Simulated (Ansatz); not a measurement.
Crystal: Pb.

```
Pb
1.0
     0.00000    2.47502    2.47502
     2.47502    0.00000    2.47502
     2.47502    2.47502    0.00000
Pb
1
Direct
  0.00000 0.00000 0.00000
```

```yaml
Program: Ansatz 0.2.0
Task: relaxation of cell and atoms
Functional: B3LYP
Potentials_or_basis: Ansatz PAW
Cutoff: "420 eV (not typed: the program's choice for these potentials)"
k_mesh: 5 × 5 × 5
Occupations: fermi-dirac, width 0.05 eV
Spin: no spin polarisation
```

At the start: volume 30.32 Å³/atom.

Question: How do energy, volume and symmetry change on relaxing?

Answer: It ends after 4 steps and the volume is 32.82 Å³/atom (+8.2 %); space group Fm-3m (No. 225, to 0.05 Å).

The path:
| step | energy change (eV) | largest force (eV/Å) | volume (Å³) |
| --- | --- | --- | --- |
| 1 | 0.0000 | 0.0000 | 30.32 |
| 2 | -0.0262 | 0.0000 | 32.97 |
| 3 | -0.0264 | 0.0000 | 32.82 |
| 4 | -0.0266 | 0.0000 | 32.82 |

Final structure:
```yaml
crystal:
  lattice:
    - [0.00000, 2.54115, 2.54115]
    - [2.54115, 0.00000, 2.54115]
    - [2.54115, 2.54115, 0.00000]
  atoms:
    - { symbol: Pb, position: [0.00000, 0.00000, 0.00000] }
```

Caveat: the k mesh is coarse (spacing up to 0.44 Å⁻¹), so the values aren't converged, least of all with exact exchange; the plane-wave basis is chosen anew once the cell has moved, so the energies of steps on either side of that aren't comparable; the PAW data sets come from PBE, with cores solved anew for the run's functional, which leaves a small shift of forces and pressure.
